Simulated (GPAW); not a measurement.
# WS2 in GPAW: the effect of strain biaxial xy

WS2, a slab with vacuum:

```
CELL_PARAMETERS angstrom
3.05618 0.00000 0.00000
-1.52809 2.64673 0.00000
0.00000 0.00000 16.95058
ATOMIC_POSITIONS crystal
W 0.00000 0.00000 0.00000
S 0.33333 0.66667 0.09200
S 0.33333 0.66667 0.90800
```

Alike in all runs:

* Program: GPAW 26.7.0
* Task: band structure
* Functional: PBEsol
* Potentials or basis: PAW data sets generated in the run's folder for this functional
* Cutoff: 600 eV
* Basis: pw
* k mesh: 6 × 6 × 1
* Occupations: fermi-dirac, width 0.05 eV
* Spin: no spin polarisation
* Maxiter: 150
* Band path: GMKGALHA,LM,KH
* Band points: 80

```tsv
strain biaxial xy	gap on the mesh (eV)	largest force (eV/Å)
-0.04	2.01	0.92
-0.02	2.01	0.37
-0.01	1.89	0.12
0	1.77	0.11
0.01	1.59	0.33
0.02	?	?
0.04	1.12	0.89
```

Problem. What does the run with strain biaxial xy 0.02 give?

Solution. gap on the mesh 1.42 eV; largest force 0.53 eV/Å.

Worked out: A parabola through the other rows of the gap on the mesh, of slope -16.7 eV per unit of strain biaxial xy there, gives 1.49 eV, against the run's 1.42. A parabola through the other rows of the largest force, of slope 18.8 eV/Å per unit of strain biaxial xy there, gives 0.35 eV/Å, against the run's 0.53.

Caveats: the density grid can change from cell to cell, which puts small steps into energies and stress; spin-orbit coupling is left out, which moves the levels of the heavy elements.

